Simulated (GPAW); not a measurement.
# HfO2 (Fm-3m) in GPAW: single point with HSE06

Aim: the single point of HfO2 with HSE06.

All numbers are computed with GPAW 26.7.0; they aren't measurements. Logs are shortened: lines on timing, memory, paths and dates and some standing lists are left out, and cuts for length are marked. The log counts tension as positive stress, the text compression.

### Step 1. The crystal as given

Symmetry: Fm-3m, No. 225, cubic system. Conventional cell: a = 5.115 Å, b = 5.115 Å, c = 5.115 Å, α = 90.00°, β = 90.00°, γ = 90.00°. Hf (site symmetry m-3m) is surrounded by 8 O at 2.21 Å. O (site symmetry -43m) is surrounded by 4 Hf at 2.21 Å.

Measurements of this composition are mostly on another form, of space group No. 14.

### Step 2. Single point, HSE06

Contents of run.py:

```python
from ase import Atoms
from ase.dft.bandgap import bandgap
from ase.io import write
from ase.parallel import parprint
from gpaw import GPAW, PW

atoms = Atoms(['Hf', 'O', 'O'],
              cell=[[0.0, 2.5575, 2.5575],
                    [2.5575, 0.0, 2.5575],
                    [2.5575, 2.5575, 0.0]],
              scaled_positions=[[0.0, 0.0, 0.0],
                                [0.75, 0.75, 0.75],
                                [0.25, 0.25, 0.25]],
              pbc=True)

calc = GPAW(mode=PW(600),
            xc='HSE06',
            kpts={'size': (6, 6, 6), 'gamma': True},
            occupations={'name': 'fermi-dirac', 'width': 0.05},
            nbands=19,
            convergence={'density': 1e-05, 'energy': 1e-05},
            maxiter=60,
            txt='gpaw.txt')
atoms.calc = calc
energy = atoms.get_potential_energy()
forces = atoms.get_forces()
calc.write('gs.gpw')
write('result.traj', atoms)
parprint(f'Energy: {energy:.6f} eV')
parprint('Forces (eV/A):')
parprint(forces.round(4))
parprint('Fermi level:', round(calc.get_fermi_level(), 4), 'eV')
parprint(f'Gap: {bandgap(calc)[0]:.4f} eV, direct: {bandgap(calc, direct=True)[0]:.4f} eV')
```

Potentials or basis: GPAW PAW data sets (gpaw-data 1.2.1), pw.

Launch:

```
OMP_NUM_THREADS=1 mpirun -n 8 gpaw python run.py
```

gpaw.txt:

```text
__  _  _
 | _ |_)|_||  |
 |__||  | ||/\| - 26.7.0

Input parameters:
  mode=PW(ecut=600.0),
  convergence={'density': 1e-05, 'energy': 1e-05},
  kpts=MonkhorstPack(size=(6, 6, 6), gamma=True),
  maxiter=60,
  nbands=19,
  occupations=Occupations(name='fermi-dirac', width=0.05),
  xc=XC(name='HSE06')

Diagonalizing LCAO Hamiltonian
Converting LCAO to pw mode

                   O

           O

       Hf

Atoms  # Å, Bohr magnetons
|   | symbol |        x |        y |        z |    initial magnetic moments |
|---|--------|----------|----------|----------|-----------------------------|
| 0 |     Hf | 0.000000 | 0.000000 | 0.000000 | ( 0.0000,  0.0000,  0.0000) |
| 1 |      O | 3.836250 | 3.836250 | 3.836250 | ( 0.0000,  0.0000,  0.0000) |
| 2 |      O | 1.278750 | 1.278750 | 1.278750 | ( 0.0000,  0.0000,  0.0000) |

Unit cell  # Å
| periodic |        x |        y |        z |  lengths |    angles |
|----------|----------|----------|----------|----------|-----------|
|      yes | 0.000000 | 2.557500 | 2.557500 | 3.616851 | 60.000000 |
|      yes | 2.557500 | 0.000000 | 2.557500 | 3.616851 | 60.000000 |
|      yes | 2.557500 | 2.557500 | 0.000000 | 3.616851 | 60.000000 |

Number of symmetries: 48
Symmetry operations  # r_c * U_cc + t_c -> r_c
|    | kind |            matrix            |
|----|------|------------------------------|
|  0 |  σ   |  1, 0, 0,  1, 0,-1,  1,-1, 0 |
|  1 |  C2  |  1, 0, 0,  1,-1, 0,  1, 0,-1 |
|  2 |  E   |  1, 0, 0,  0, 1, 0,  0, 0, 1 |
|  3 |  σ   |  1, 0, 0,  0, 0, 1,  0, 1, 0 |
|  4 |  C4  |  1, 0,-1,  1, 0, 0,  1,-1, 0 |
|  5 |  S6  |  1, 0,-1,  1,-1, 0,  1, 0, 0 |
|  6 |  σ   |  1, 0,-1,  0, 1,-1,  0, 0,-1 |
|  7 |  C3  |  1, 0,-1,  0, 0,-1,  0, 1,-1 |
|  8 |  S6  |  1,-1, 0,  1, 0, 0,  1, 0,-1 |
|  9 |  C4  |  1,-1, 0,  1, 0,-1,  1, 0, 0 |
| 10 |  C3  |  1,-1, 0,  0,-1, 1,  0,-1, 0 |
| 11 |  σ   |  1,-1, 0,  0,-1, 0,  0,-1, 1 |
| 12 |  σ   |  0, 1, 0,  1, 0, 0,  0, 0, 1 |
| 13 |  C4  |  0, 1, 0,  0, 1,-1, -1, 1, 0 |
| 14 |  C3  |  0, 1, 0,  0, 0, 1,  1, 0, 0 |
| 15 |  S6  |  0, 1, 0, -1, 1, 0,  0, 1,-1 |
| 16 |  C2  |  0, 1,-1,  1, 0,-1,  0, 0,-1 |
| 17 |  σ   |  0, 1,-1,  0, 1, 0, -1, 1, 0 |
| 18 |  S4  |  0, 1,-1,  0, 0,-1,  1, 0,-1 |
| 19 |  C4  |  0, 1,-1, -1, 1, 0,  0, 1, 0 |
| 20 |  C3  |  0, 0, 1,  1, 0, 0,  0, 1, 0 |
| 21 |  σ   |  0, 0, 1,  0, 1, 0,  1, 0, 0 |
| 22 |  S6  |  0, 0, 1,  0,-1, 1, -1, 0, 1 |
| 23 |  C4  |  0, 0, 1, -1, 0, 1,  0,-1, 1 |
| 24 |  S4  |  0, 0,-1,  1, 0,-1,  0, 1,-1 |
| 25 |  C3  |  0, 0,-1,  0, 1,-1,  1, 0,-1 |
| 26 |  C2  |  0, 0,-1,  0,-1, 0, -1, 0, 0 |
| 27 |  S6  |  0, 0,-1, -1, 0, 0,  0,-1, 0 |
| 28 |  S4  |  0,-1, 1,  1,-1, 0,  0,-1, 0 |
| 29 |  C4  |  0,-1, 1,  0, 0, 1, -1, 0, 1 |
| 30 |  C2  |  0,-1, 1,  0,-1, 0,  1,-1, 0 |
| 31 |  σ   |  0,-1, 1, -1, 0, 1,  0, 0, 1 |
| 32 |  C3  |  0,-1, 0,  1,-1, 0,  0,-1, 1 |
| 33 |  S6  |  0,-1, 0,  0, 0,-1, -1, 0, 0 |
| 34 |  S4  |  0,-1, 0,  0,-1, 1,  1,-1, 0 |
| 35 |  C2  |  0,-1, 0, -1, 0, 0,  0, 0,-1 |
| 36 |  C2  | -1, 1, 0,  0, 1, 0,  0, 1,-1 |
| 37 |  S6  | -1, 1, 0,  0, 1,-1,  0, 1, 0 |
| 38 |  S4  | -1, 1, 0, -1, 0, 1, -1, 0, 0 |
| 39 |  C3  | -1, 1, 0, -1, 0, 0, -1, 0, 1 |
| 40 |  S6  | -1, 0, 1,  0, 0, 1,  0,-1, 1 |
| 41 |  C2  | -1, 0, 1,  0,-1, 1,  0, 0, 1 |
| 42 |  C3  | -1, 0, 1, -1, 1, 0, -1, 0, 0 |
| 43 |  S4  | -1, 0, 1, -1, 0, 0, -1, 1, 0 |
| 44 |  C2  | -1, 0, 0,  0, 0,-1,  0,-1, 0 |
| 45 |  i   | -1, 0, 0,  0,-1, 0,  0, 0,-1 |
| 46 |  σ   | -1, 0, 0, -1, 1, 0, -1, 0, 1 |
| 47 |  C2  | -1, 0, 0, -1, 0, 1, -1, 1, 0 |

BZ-sampling:
  Number of BZ points: 216
  Number of IBZ points: 16

  Monkhorst-Pack size: [6, 6, 6]
  Monkhorst-Pack shift: [0.08333333333333333, 0.08333333333333333, 0.08333333333333333]

K-points  # in reciprocal-cell coordinates
|     |                                coordinates |     weight |
|-----|--------------------------------------------|------------|
|   0 | (  0.00000000,   0.00000000,   0.00000000) | 0.00462963 |
|   1 | (  0.16666667,   0.16666667,   0.00000000) | 0.02777778 |
|   2 | (  0.16666667,   0.16666667,   0.16666667) | 0.03703704 |
|   3 | (  0.33333333,   0.16666667,   0.16666667) | 0.05555556 |
|   4 | (  0.33333333,   0.33333333,  -0.33333333) | 0.05555556 |
|   5 | (  0.33333333,   0.33333333,   0.00000000) | 0.02777778 |
|   6 | (  0.33333333,   0.33333333,   0.16666667) | 0.11111111 |
|   7 | (  0.33333333,   0.33333333,   0.33333333) | 0.03703704 |
|   8 | (  0.50000000,   0.33333333,  -0.33333333) | 0.11111111 |
|   9 | (  0.50000000,   0.33333333,  -0.16666667) | 0.05555556 |
| ... |                                            |            |
|  15 | (  0.50000000,   0.50000000,   0.50000000) | 0.01851852 |

Plane wave coefficients: 1139
Cutoff: 600.0 eV

Spin-components: 1 (collinear spins)
Bands:           19
Projectors:      16
Spin-degeneracy: 2
Datatype:        complex128

Parallelization:
  kpt:    8
  domain: 1
  band:   1

Density:
  Valence electrons: 24.0
  Components: 1
  Grid points: [21 21 21]
  Charge: 0.0  # |e|

Potential:
  Grid points: [21 21 21]

species:
  Hf:
    name:    Hafnium
    Z:       72.0
    valence: 12
    core:    60
    charge:  0.0  # [|e|]
    compensation charges:
      type: gauss
      rc: 0.41  # [Å]
      lmax: 2
    cutoffs:
      filter: 2.36  # [Å]
      core: 4.02  # [Å]
    projectors
    | kind |    occ | energy [eV] | rcut [Å] |
    |------|--------|-------------|----------|
    |   5s |  2.000 |     -66.831 |    1.397 |
    |   6s |  2.000 |      -5.097 |    1.397 |
    |   5p |  6.000 |     -35.599 |    1.307 |
    |   6p |  0.000 |      -1.401 |    1.307 |
    |   5d |  2.000 |      -2.699 |    1.334 |
    |    d |        |      24.513 |    1.334 |

    Using partial waves for Hf as LCAO basis

  O:
    name:    Oxygen
    Z:       8.0
    valence: 6
    core:    2
    charge:  0.0  # [|e|]
    compensation charges:
      type: gauss
      rc: 0.21  # [Å]
      lmax: 2
    cutoffs:
      filter: 1.17  # [Å]
      core: 0.83  # [Å]
    projectors
    | kind |    occ | energy [eV] | rcut [Å] |
    |------|--------|-------------|----------|
    |   2s |  2.000 |     -23.961 |    0.688 |
    |   2p |  4.000 |      -9.029 |    0.598 |
    |    s |        |       3.251 |    0.688 |
    |    p |        |      18.182 |    0.598 |
    |    d |        |       0.000 |    0.619 |

    Using partial waves for O as LCAO basis

Reference energy: -413967.819878  # eV

eigensolver:
  PPCG
  Converge bands: occupied
  niter=2

density mixing:
  MSR1-Mixer
  Pratt-step length: 0.05
  Maximum mixing coefficient: 0.75
  Old densities: 10
  SVD Regularization: 0.005
  Good broyden scale: 1.0
  Trust region scale: 1.0
  Backstep threshold: 4.0
  History deletion threshold: 6.0
  Fourier metric: weight=20.0, sigma=0.015

occupation numbers:
  Fermi-Dirac:
    width: 0.0500  # eV

poisson solver:
  ecut: 4800.0  # eV

xc functional:
  name: HYB_GGA_XC_HSE06 with 2 nearest neighbor stencil

convergence criteria:
- Maximum integral of absolute [dens]ity change: 1e-05 electrons / valence electron
- Maximum [total energy] change in last 3 cyles: 1e-05 eV / valence electron
- Maximum integral of absolute [eigenst]ate change: 4e-08 eV^2 / valence electron
maximum number of iterations: 60

IBZ(<points: 16, symmetries: 48>)
Occupied bands: 12
SCF iterations
|iter     | |      energy | eigst |  dens |
|---------|-|-------------|-------|-------|
|iter:   1| |-2203.479051 | +0.40 |       |
|iter:   2| |  -49.766852 | -0.51 | -0.67 |
|iter:   3| |  -47.162944 | -0.97 | -0.79 |
|iter:   4| |  -46.484461 | -1.05 | -1.03 |
|iter:   5| |  -46.691203 | -2.24 | -1.41 |
|iter:   6| |  -46.691443 | -1.79 | -1.47 |
|iter:   7| |  -46.638284 | -3.10 | -1.59 |
|iter:   8| |  -46.605789 | -2.50 | -1.88 |
|iter:   9| |  -46.611450 | -4.07 | -2.44 |
|iter:  10| |  -46.609193 | -3.67 | -2.46 |
|iter:  11| |  -46.609305 | -4.78 | -2.99 |
|iter:  12| |  -46.609752 | -4.78 | -3.10 |
|iter:  13| |  -46.609311 | -5.09 | -2.79 |
|iter:  14| |  -46.609177 | -4.56 | -3.01 |
|iter:  15| |  -46.609205c| -6.65 | -3.57 |
|iter:  16| |  -46.609193c| -6.01 | -3.75 |
|iter:  17| |  -46.609199c| -7.51c| -4.34 |
|iter:  18| |  -46.609199c| -7.24 | -4.48 |
|iter:  19| |  -46.609199c| -7.82c| -5.15c|

Converged in 19 steps
Energy contributions relative to reference atoms: (reference = -413967.819878)

Energy contributions:
  Kinetic:           7.129474
  Coulomb:         -11.389995
  Zero:              0.129636
  External:          0.000000
  Xc:             2122.287007
  Entropy:          -0.000000
  Spinorbit:         0.000000
  Hybrid_Xc_Cc:     -2066.123228
  Hybrid_Xc_Vc:       -27.340758
  Hybrid_Xc_Vv:       -71.301335
  ----------------------------
  Free energy:     -46.609199
  Extrapolated:    -46.609199

dipole moment: (-18.701499, -18.701499, -18.701499)  # |e|*Ang

Fermi level: 8.595
Eigenvalues  # (at kpt = [0.000, 0.000, 0.000])
| band index |      eig [eV] | occ [0-2] |
|------------|---------------|-----------|
|          0 |       -56.948 |     2.000 |
|        ... |               |           |
|          4 |       -13.107 |     2.000 |
|          5 |       -10.047 |     2.000 |
|          6 |         1.520 |     2.000 |
|          7 |         1.520 |     2.000 |
|          8 |         1.520 |     2.000 |
|          9 |         6.461 |     2.000 |
|         10 |         6.461 |     2.000 |
|         11 |         6.461 |     2.000 |
|         12 |        12.484 |     0.000 |
|         13 |        12.484 |     0.000 |
|         14 |        14.262 |     0.000 |
|         15 |        19.098 |     0.000 |
|         16 |        19.098 |     0.000 |
|         17 |        19.098 |     0.000 |
|         18 |        22.741 |     0.000 |

Gap: 5.209 eV
Transition (v -> c):
  (s=0, k=12, n=11, [0.50, 0.50, 0.00]) -> (s=0, k=12, n=12, [0.50, 0.50, 0.00])
No difference between direct/indirect transitions

Forces  # eV/Ang
|        x |       y |       z |
|----------|---------|---------|
| -0.00000 | 0.00000 | 0.00000 |  # Hf   0
| -0.00000 | 0.00000 | 0.00000 |  # O    1
| -0.00000 | 0.00000 | 0.00000 |  # O    2

# Writing to gs.gpw (mode='')
```

Wall time 40 min (8 MPI ranks of Intel Xeon 6975P-C (Granite Rapids), shared host); peak memory 0.26 GiB.

Results:

```
Free energy            : -46.6092 eV
Band gap on the k mesh : 5.21 eV, direct
```

Caveat: the PAW data sets were made with another functional, which shifts forces and pressure a little; spin-orbit coupling is left out, which moves the levels of the heavy elements.
